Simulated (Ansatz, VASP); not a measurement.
Sn in VASP and in Ansatz

```
Sn
1.0
    -1.89465    1.89465    1.89465
     1.89465   -1.89465    1.89465
     1.89465    1.89465   -1.89465
Sn
1
Direct
  0.00000 0.00000 0.00000
```

This isn't the form of Sn at room conditions, which is tetragonal (white tin).

Alike in both runs: task single point; functional PBE; k mesh 10 × 10 × 10; occupations gaussian, width 0.023 eV; no spin polarisation.

|  | VASP | Ansatz |
| --- | --- | --- |
| version | VASP 6.6.1 | Ansatz 0.2.0 |
| potentials or method | VASP PAW PBE potentials, release 64 (Sn_d) | Ansatz PAW |
| plane-wave cutoff (eV) | 520 | 420 |
| valence electrons in the cell | 14 | 14 |

```tsv
	VASP	Ansatz	Ansatz less VASP
gap on the k mesh at the Fermi level (eV)	none	none	-
pressure (GPa)	0.6	0.6	+0.04
```

A gap of «none» marks a metal or a gap that the smearing closes.
